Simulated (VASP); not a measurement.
A run of VASP 6.6.1 is set up as follows.

INCAR

```
  PREC = Accurate
  ENCUT = 520
  EDIFF = 1E-6
  ISMEAR = 0
  SIGMA = 0.1
  LREAL = False
  LASPH = True
  NELM = 120
  ALGO = Normal
  ISIF = 2
  LWAVE = False
  LCHARG = False
  ISPIN = 2
  MAGMOM = 0.75
  LORBIT = 11
  LMAXMIX = 4
  GGA = PE
  NBANDS = 15
```

Contents of KPOINTS:

```
regular mesh
0
Gamma
  20 20 20
```

POSCAR

```
Ni
1.0
    0.0000000000      1.7592380000      1.7592380000
    1.7592380000      0.0000000000      1.7592380000
    1.7592380000      1.7592380000      0.0000000000
Ni
1
Direct
    0.0000000000      0.0000000000      0.0000000000
```

The input KPOINTS_OPT:

```
path GXWKGLUWLK,UX
10
line-mode
reciprocal
 0.0000000000  0.0000000000  0.0000000000  G
 0.5000000000  0.0000000000  0.5000000000  X

 0.5000000000  0.0000000000  0.5000000000  X
 0.5000000000  0.2500000000  0.7500000000  W

 0.5000000000  0.2500000000  0.7500000000  W
 0.3750000000  0.3750000000  0.7500000000  K

 0.3750000000  0.3750000000  0.7500000000  K
 0.0000000000  0.0000000000  0.0000000000  G

 0.0000000000  0.0000000000  0.0000000000  G
 0.5000000000  0.5000000000  0.5000000000  L

 0.5000000000  0.5000000000  0.5000000000  L
 0.6250000000  0.2500000000  0.6250000000  U

 0.6250000000  0.2500000000  0.6250000000  U
 0.5000000000  0.2500000000  0.7500000000  W

 0.5000000000  0.2500000000  0.7500000000  W
 0.5000000000  0.5000000000  0.5000000000  L

 0.5000000000  0.5000000000  0.5000000000  L
 0.3750000000  0.3750000000  0.7500000000  K

 0.6250000000  0.2500000000  0.6250000000  U
 0.5000000000  0.0000000000  0.5000000000  X
```

Potentials or basis: VASP PAW PBE potentials, release 64 (Ni).

Launch:

```bash
$ cat potpaw_PBE.64/Ni/POTCAR > POTCAR
$ mpirun -np 1 vasp_std > vasp.out
```

Problem. What does it give for the site moments?

Solution. Ni +0.64 μB.

Problem. Predict the band gap along the path.

Solution. None (metal or under the smearing width).

Problem. Predict the pressure.

Solution. -0.1 GPa.

Problem. Estimate the net moment.

Solution. 0.63 μB per cell.
